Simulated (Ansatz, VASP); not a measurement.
**SiO2: VASP beside Ansatz**

Wanted: the spread between two codes on one cell, functional and k mesh. The cell is taken from a series of runs on this material, whose earlier steps may have relaxed, scaled, displaced or heated it; both programs get it as it stands.

Program: Ansatz 0.2.0. Level of theory: plane waves, with VASP 6.6.1 beside it; single point at HSE06. Results are calculated unless marked as measured.

## 1. Starting point

The structure is orthorhombic, space group Imma (No. 74). Conventional cell: a = 5.142 Å, b = 9.362 Å, c = 8.706 Å, α = 90.00°, β = 90.00°, γ = 90.00°. Nearest to Si lie 4 O at 1.57 to 1.60 Å. Nearest to O lie 2 Si at 1.60 Å. Nearest to O lie 2 Si at 1.59 Å. O has 2 Si at 1.57 Å nearest. Farther neighbours and most contacts between anions are not listed.

## 2. Ansatz: single point, HSE06

Ansatz runs on its PAW soft_1 files.

A single point gives forces, pressure and levels at one fixed geometry, so differences don't come from the geometry; what else differs is listed under the comparison.

input.yaml reads:

```yaml
crystal:
  lattice:
    - [-2.5708697308, 4.6812184349, 4.3528412305]
    - [2.5708697308, -4.6812184349, 4.3528412305]
    - [2.5708697308, 4.6812184349, -4.3528412305]
  atoms:
    - { symbol: Si, position: [0.9238337018, 0.8423442241, 0.0814894777] }
    - { symbol: Si, position: [0.7391452536, 0.1576557759, 0.5814894777] }
    - { symbol: Si, position: [0.0761662982, 0.1576557759, 0.9185105223] }
    - { symbol: Si, position: [0.2608547464, 0.8423442241, 0.4185105223] }
    - { symbol: O, position: [0.1209591057, 0.8709591057, 0.25] }
    - { symbol: O, position: [0.8790408943, 0.1290408943, 0.75] }
    - { symbol: O, position: [0.7815677327, 0.5, 0.7815677327] }
    - { symbol: O, position: [0.2184322673, 0.0, 0.7184322673] }
    - { symbol: O, position: [0.2184322673, 0.5, 0.2184322673] }
    - { symbol: O, position: [0.7815677327, 0.0, 0.2815677327] }
    - { symbol: O, position: [0.0, 0.0, 0.0] }
    - { symbol: O, position: [0.5, 0.0, 0.5] }
kpoints:
  mp_grid: { grid: [4, 4, 4] }
  band_path:
    path:
      - [0.0, 0.0, 0.0]
      - [0.5, -0.5, 0.5]
      - [0.32540191, -0.32540191, 0.67459809]
      - [-0.32540191, 0.32540191, 0.32540191]
      - [0.46615628, 0.46615628, -0.46615628]
      - [0.53384372, -0.46615628, 0.46615628]
      - [0.0, 0.5, 0.0]
      - [0.25, 0.25, 0.25]
    npoints: 1
hamiltonian:
  xc: hse06
  pseudopotentials: { kind: paw, azcp: { folder: soft_1 } }
scf:
  occupations: { method: fixed }
  n_extra_bands: 8
output:
  eigenvalues: true
```

Run with:

```bash
$ ansatz run input.yaml --threads 2 --pin off --max-ram 92160MiB --backend cuda --events-out ev --progress --plain --runs-dir out --devices 1 --max-vram 13GiB
```

Numbers of over 12 decimals in the logs are rounded to 6 here.

What it wrote:

```text
scf.n_extra_bands = 8 over 32 filled bands (N_el = 64.0): the run solves 40 bands
GPUs: using 1 of 1 available (devices: 1).
Engine: ansatz 0.2.0, x86_64-unknown-linux-gnu
Pseudopotentials: kind: paw
Pseudopotential: Si, paw, valence charge 4, recommended cutoff 420 eV (normal), soft_1/Si.paw.azcp
Pseudopotential: O, paw, valence charge 6, recommended cutoff 420 eV (normal), soft_1/O.paw.azcp
Functional definition: HSE06
  parameter a = 0.25
  parameter omega = 0.11/bohr
  exchange = pbe_x - a*pbe_x_sr(omega) + a*exact_x_sr(omega)
  correlation = pbe_c
davidson cushion auto → on  (no smearing: the cushion is to keep the highest requested band from converging to the state above it; pin scf.eigensolver.cushion to override)
device memory: the entry about to start is reckoned to put 2.5 GiB on a device that reports 48.7 GiB free (of which the cap on the GPU budget leaves the run 13.0 GiB)
GPU FFT provider: cuFFT
GPU libraries: cuBLAS 13.8.2, cuFFT 12.4.0, cuSOLVER 12.3.4
Crystal: 12 atoms, lattice volume = 209.542 Å³
Basis set: ecut = 420 eV, 4121 PW (Γ)
Bands: 40, of which v1, the nominal top of the filled ones, is band 32 counted from 1 (31 counted from 0)
Symmetry: 8 space group operations
Space group: Imma (ITA 74), of the structure as read, at distance tolerance 5.9e-5 Å
k-points: 18 of 64
Non-local potential: Si, projectors of the file, l = 0: 2, l = 1: 2, l = 2: 1
Non-local potential: O, projectors of the file, l = 0: 2, l = 1: 2, l = 2: 1
PAW form: soft (Blöchl's): semilocal exchange-correlation on the pseudo side does not see the compensation charge
PAW frozen core: Si, regenerated for the run's functional, and the local potential with it (the file was generated under x = pbe(κ = 0.804, μ = 0.219515), c = pbe(β = 0.066725))
PAW frozen core: O, regenerated for the run's functional, and the local potential with it (the file was generated under x = pbe(κ = 0.804, μ = 0.219515), c = pbe(β = 0.066725))
PAW one-centre angular grid: Si, 110 points (default); XC on 64 Gauss nodes
PAW one-centre angular grid: O, 110 points (default); XC on 96 Gauss nodes
Initial density: superposition of atomic densities (chi_scale 0.1, normalization cell, long waves kept (reshape's long-wave potential 0.05 eV rms))
Initial wavefunctions: pseudopotential atomic-orbital guess
GPU buffer pool allocated for 110592 grid points (all kernels)
GPU transforms: local potential and band sums: pruned to the plane-wave sphere, on 48×48×48
Functional: x = pbe(κ = 0.804, μ = 0.219515), c = pbe(β = 0.066725), warm-up for x = pbe(κ = 0.804, μ = 0.219515) + 0.25 (exact − pbe) at short range (hse, ω = 0.207870 Å⁻¹), c = pbe(β = 0.066725); HSE06 as pw.x's `hse` composes it (authors' and Libxc's form: `xc: wpbeh`)
SCF iter   1: F=—  HF=-7103.752311 eV  |F-HF|=—  |Δ(HF+E_count)|=         —  Δρ=1.22e-1  dr2=2.77e1  ethr=1.00e-1  ⟨swp⟩=5.4  Hψ=2716  notcnv=0
preconditioner: auto → none  [insulator: Δε(μ)=7.808 eV  Ē_g=17.959 eV  n_scr=40 (ndim 8)  ℏωp=20.5 eV  f_vac=0.276]
SCF iter   2: F=—  HF=-7096.573453 eV  |F-HF|=—  |Δ(HF+E_count)|=    7.18e0  Δρ=6.00e-2  dr2=3.15e0  ethr=4.33e-2  ⟨swp⟩=4.2  Hψ=2232  notcnv=0  defer=2
SCF iter   3: F=—  HF=-7095.779843 eV  |F-HF|=—  |Δ(HF+E_count)|=   7.94e-1  Δρ=1.88e-2  dr2=3.17e-1  ethr=4.92e-3  ⟨swp⟩=3.6  Hψ=2096  notcnv=0
iter 4 solved again at ethr=3.28e-5 eV; its pass at ethr=4.95e-4 eV (dr2=2.10e-2 eV) is discarded
SCF iter   4: F=—  HF=-7095.810413 eV  |F-HF|=—  |Δ(HF+E_count)|=   3.06e-2  Δρ=3.56e-3  dr2=2.41e-2  ethr=3.28e-5  ⟨swp⟩=3.8  Hψ=3883  notcnv=0  defer=2
eigensolver tolerance schedule calibrated: the retry pair's looser diagonalisation under-reported the residual by θ = 0.13 (0.11/decade); ethr = c·dr2/N_el runs at the constant in force after the calibration composes with the one it found (an armed cap, an earlier calibration), c = 8.4e-2
SCF iter   5: F=—  HF=-7095.803742 eV  |F-HF|=—  |Δ(HF+E_count)|=   6.67e-3  Δρ=1.50e-3  dr2=4.27e-3  ethr=3.16e-5  ⟨swp⟩=3.8  Hψ=1955  notcnv=0  defer=1
SCF iter   6: F=-7095.802120 eV  HF=-7095.802449 eV  |F-HF|=3.29e-4  |Δ(HF+E_count)|=   1.29e-3  Δρ=5.80e-4  dr2=5.84e-4  ethr=5.60e-6  ⟨swp⟩=4.4  Hψ=2301  notcnv=0  defer=1
SCF 1 stopped early in 6 iterations: F = -7095.802120 eV  dr2 = 5.84e-4
  greatest PAW one-centre occupation: 0.864 electrons in one spin orbital (limit 2), on the O atom at site 9 (counted from 0), in its partial waves of l = 0
device memory: the entry about to start is reckoned to put 3.2 GiB (of the 3.3 GiB reckoned in all, the device holds 0.1 GiB already) on a device that reports 55.1 GiB free (of which the cap on the GPU budget leaves the run 12.9 GiB)
GPU FFT provider: cuFFT
GPU libraries: cuBLAS 13.8.2, cuFFT 12.4.0, cuSOLVER 12.3.4
Initial density: handed on by an earlier stage of this run
Initial wavefunctions: those handed on with the density
GPU buffer pool allocated for 110592 grid points (all kernels)
GPU transforms: local potential and band sums: pruned to the plane-wave sphere, on 48×48×48
Functional: x = pbe(κ = 0.804, μ = 0.219515) + 0.25 (exact − pbe) at short range (hse, ω = 0.207870 Å⁻¹), c = pbe(β = 0.066725); HSE06 as pw.x's `hse` composes it (authors' and Libxc's form: `xc: wpbeh`)
Exchange kernel: α = 0.2500, screened, ω = 0.2079 Å⁻¹, Wigner–Seitz truncation, v(0) = 1046.5231 eV·Å³, q-mesh 4×4×4, nearest image of the exchange supercell L = 20.57 Å, pair-density grid 32×32×32, without the augmentation charges, whose exchange is taken in its separable form by FFT convolution over the k-point mesh (sized by the pseudopotential files, 45×30×48 at the most), smooth part of the exact exchange by density-matrix convolution in up to 5.24 GiB of GPU memory as planned if the GPU has room (build and FFT work areas not counted)
Frozen-core exchange: fock
SCF iter   1: F=—  HF=-7097.437524 eV  |F-HF|=—  |Δ(HF+E_count)|=         —  Δρ=5.96e-3  dr2=5.59e-2  ethr=9.13e-6  ⟨swp⟩=8.7  Hψ=3926  notcnv=0
preconditioner: auto → none  [insulator: Δε(μ)=7.169 eV  Ē_g=18.557 eV  n_scr=40 (ndim 8)  ℏωp=20.5 eV  f_vac=0.360]
SCF iter   2: F=—  HF=-7097.417049 eV  |F-HF|=—  |Δ(HF+E_count)|=   2.05e-2  Δρ=1.64e-3  dr2=4.37e-3  ethr=9.13e-6  ⟨swp⟩=4.0  Hψ=2436  notcnv=0
SCF iter   3: F=—  HF=-7097.435717 eV  |F-HF|=—  |Δ(HF+E_count)|=   1.87e-2  Δρ=7.11e-4  dr2=1.02e-3  ethr=3.60e-6  ⟨swp⟩=4.8  Hψ=2449  notcnv=0
SCF iter   4: F=—  HF=-7097.435347 eV  |F-HF|=—  |Δ(HF+E_count)|=   3.70e-4  Δρ=1.28e-4  dr2=3.94e-5  ethr=1.28e-6  ⟨swp⟩=3.2  Hψ=1995  notcnv=0
SCF iter   5: F=-7097.435511 eV  HF=-7097.435518 eV  |F-HF|=6.52e-6  |Δ(HF+E_count)|=   1.71e-4  Δρ=8.29e-5  dr2=1.17e-5  ethr=3.32e-8  ⟨swp⟩=5.9  Hψ=2818  notcnv=0
SCF 2 stopped early in 5 iterations: F = -7097.435511 eV  dr2 = 1.17e-5
  greatest PAW one-centre occupation: 0.868 electrons in one spin orbital (limit 2), on the O atom at site 9 (counted from 0), in its partial waves of l = 0
hybrid outer 1: dexx = +2.222e-2 eV, tail = 5.72e-5 eV
GPU FFT provider: cuFFT
GPU libraries: cuBLAS 13.8.2, cuFFT 12.4.0, cuSOLVER 12.3.4
GPU buffer pool allocated for 110592 grid points (all kernels)
GPU transforms: local potential and band sums: pruned to the plane-wave sphere, on 48×48×48
Exchange kernel: α = 0.2500, screened, ω = 0.2079 Å⁻¹, Wigner–Seitz truncation, v(0) = 1046.5231 eV·Å³, q-mesh 4×4×4, nearest image of the exchange supercell L = 20.57 Å, pair-density grid 32×32×32, without the augmentation charges, whose exchange is taken in its separable form by FFT convolution over the k-point mesh (sized by the pseudopotential files, 45×30×48 at the most), smooth part of the exact exchange by density-matrix convolution in up to 5.24 GiB of GPU memory as planned if the GPU has room (build and FFT work areas not counted)
Frozen-core exchange: fock
SCF iter   1: F=—  HF=-7097.435775 eV  |F-HF|=—  |Δ(HF+E_count)|=         —  Δρ=5.02e-5  dr2=2.35e-6  ethr=4.47e-7  ⟨swp⟩=4.4  Hψ=1700  notcnv=0
preconditioner: auto → none  [insulator: Δε(μ)=7.125 eV  Ē_g=18.517 eV  n_scr=40 (ndim 8)  ℏωp=20.5 eV  f_vac=0.367]
SCF iter   2: F=—  HF=-7097.435776 eV  |F-HF|=—  |Δ(HF+E_count)|=   8.16e-7  Δρ=1.35e-5  dr2=3.25e-7  ethr=3.23e-9  ⟨swp⟩=5.4  Hψ=2743  notcnv=0
iter 3 solved again at ethr=2.79e-11 eV; its pass at ethr=4.43e-10 eV (dr2=1.79e-8 eV) is discarded
SCF iter   3: F=-7097.435776 eV  HF=-7097.435776 eV  |F-HF|=6.30e-9  |Δ(HF+E_count)|=   1.17e-9  Δρ=4.65e-6  dr2=6.14e-8  ethr=2.79e-11  ⟨swp⟩=2.8  Hψ=3889  notcnv=0
SCF 3 converged in 3 iterations: F = -7097.435776 eV  dr2 = 6.14e-8
hybrid outer 2: dexx = +5.497e-7 eV, tail = 1.40e-7 eV, Δε = 3.34e-3 eV (about 2.33e-4 eV left of the loop's levels)
the search or the solves at the SCF's close seem to have found levels that the self-consistency loop had missed (the run counts 2). By its estimate they hold under 1e-12 electrons; where the run keeps them, the occupations were computed again with them
device memory: the entry about to start is reckoned to put 1.3 GiB on a device that reports 51.1 GiB free (of which the cap on the GPU budget leaves the run 13.0 GiB)
NSCF: frozen V_eff on 8 k-points
hybrid SCF converged: 2 outer / 8 inner (+6 warm-up), last move |dexx| = 5.50e-7 eV, tail = 1.40e-7 eV
Stability not checked: this state was not tested for a lower state beside it, because the functional holds exact exchange (a hybrid, or Hartree-Fock), whose exchange loop this test does not read (fock_operator; see scf.lower_state_search)
Free energy (F): -7097.435777 eV
Frozen-core exchange: fock
Harris-Foulkes:  -7097.435777 eV  (|F-HF|=6.30e-9)
Internal energy: -7097.435777 eV  (E = F + TS)
E sigma→0 (E₀):  -7097.435777 eV
Fermi energy:    -1.330645 eV
--- Per-component energies (eV) ---
  E_band       = -582.372823
  E_kinetic    = 1578.374484
  E_local      = -5912.414485  (includes V_loc(G=0)·N_el)
  E_nonlocal   = 500.231658
  E_hartree    = 2339.017091
  E_xc         = -649.635289
  E_vxc        = -745.315671  (∫ρ·V_xc dr)
  E_exx        = -185.737249  (= α·E_x^exact, valence–valence)
  E_paw        = -3335.503498  (= ΣΔE_a)
  E_vpaw       = -309.816571  (= ΣTr[D̂ρ^β])
  E_aug_tail   = 0.006609  (compensation charges beyond the density's cutoff)
  E_ewald      = -1431.325355
  E_core_change = -0.449744  (= ΣΔE_core)
  E_smearing   = -0.000000  (= −TS)
  E_closure    = -0.000000  (closes the sum)
  Σ components = -7097.435777   (vs F -7097.435777, Δ=0.00e0)
--- Band table (eV; the first three rows and the last of 18) ---
  k-point 0: bands = [... 28 lower, -2.5196, -2.1705, -2.0139, -1.3306, 5.7942, 8.6468, 9.5807, 9.8553, ... 4 higher]
  k-point 1: bands = [... 28 lower, -2.6782, -2.4138, -1.8823, -1.6971, 6.4830, 8.6600, 9.4782, 9.9364, ... 4 higher]
  k-point 2: bands = [... 28 lower, -2.4050, -2.4050, -1.9831, -1.9831, 8.0322, 8.0322, 9.6222, 9.6222, ... 4 higher]
  k-point 17: bands = [... 28 lower, -2.0603, -1.8243, -1.7831, -1.3412, 7.7717, 8.1050, 8.2670, 8.2831, ... 4 higher]
```

In the SCF lines HF is the Harris–Foulkes energy and dr2 the Hartree energy of the density residual, in eV; the loop may stop once dr2 is under the threshold and the program's other checks hold. Hψ counts applications of the Hamiltonian.

[end of part 1 of 2]

[Lines on the potential files, build, host, timing and source positions are cut from VASP's logs without a mark.]

[Logs are printed without paths, hosts, clocks, repeated set-up lines and the standing remarks that a program may print on its own settings, such as how far it seeks lower states.]

[Hosts, paths, dates, database ids (printed as entryN), source tags and the programs' standing remarks are cut or masked in the printed files.]
